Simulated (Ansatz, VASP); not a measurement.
## One calculation of NaI, two programs

Contents of POSCAR:

```
NaI
1.0
    4.0405365579      0.0000000000      0.0000000000
    0.0000000000      4.0405365579      0.0000000000
    0.0000000000      0.0000000000      4.0405365579
Na I
1 1
Direct
    0.0000000000      0.0000000000      0.0000000000
    0.5000000000      0.5000000000      0.5000000000
```

File INCAR.step1:

```
SYSTEM = NaI
  PREC = Accurate
  ENCUT = 520
  EDIFF = 1E-5
  ISMEAR = 0
  SIGMA = 0.01
  LREAL = .FALSE.
  LASPH = .TRUE.
  NELM = 60
  ALGO = Normal
  ISIF = 2
  LWAVE = .TRUE.
  GGA = PE
  NBANDS = 14
```

File INCAR.step2:

```
SYSTEM = NaI
  PREC = Accurate
  ENCUT = 520
  EDIFF = 1E-6
  ISMEAR = 0
  SIGMA = 0.01
  LREAL = .FALSE.
  LASPH = .TRUE.
  NELM = 60
  ALGO = Normal
  ISIF = 2
  LWAVE = .FALSE.
  LCHARG = .TRUE.
  GGA = PE
  LHFCALC = .TRUE.
  HFSCREEN = 0.2079
  PRECFOCK = Normal
  LELF = .TRUE.
  LVHAR = .TRUE.
  ISTART = 1
  NBANDS = 14
```

KPOINTS

```
Automatic mesh
0
G
  4 4 4
  0 0 0
```

Input for Ansatz:

```yaml
crystal:
  lattice:
    - [4.0405365579, 0.0, 0.0]
    - [0.0, 4.0405365579, 0.0]
    - [0.0, 0.0, 4.0405365579]
  atoms:
    - { symbol: Na, position: [0.0, 0.0, 0.0] }
    - { symbol: I, position: [0.5, 0.5, 0.5] }
kpoints:
  mp_grid: { grid: [4, 4, 4] }
hamiltonian:
  xc: hse06
scf:
  occupations: { method: fixed }
  n_extra_bands: 4
output:
  forces: true
  stress: true
  eigenvalues: true
```

The cell was built by a generator and needn't be a form met in nature.

Alike in both runs: task single point; functional HSE06; k mesh 4 × 4 × 4; no spin polarisation.

|  | VASP | Ansatz |
| --- | --- | --- |
| version | VASP 6.6.1 | Ansatz 0.2.0 |
| potentials or method | VASP PAW PBE potentials, release 64 (Na_pv, I) | plane waves, PAW |
| plane-wave cutoff (eV) | 520 | 420 |
| occupations | gaussian, width 0.01 eV | fixed |
| valence electrons in the cell | 14 | 26 |

|  | VASP | Ansatz | Ansatz less VASP |
| --- | --- | --- | --- |
| gap on the k mesh at the Fermi level (eV) | 3.22 | 3.24 | +0.018 |
| pressure (GPa) | 0.2 | 0.2 | +0.01 |

The two sets of potentials don't hold the same shells in valence. Ansatz warned: «stress_exchange_threshold_loose».

Caveats: the PAW data sets were made with another functional, which shifts forces and pressure a little (VASP); spin-orbit coupling is left out, which moves the levels of the heavy elements. A k mesh can miss the band edges.
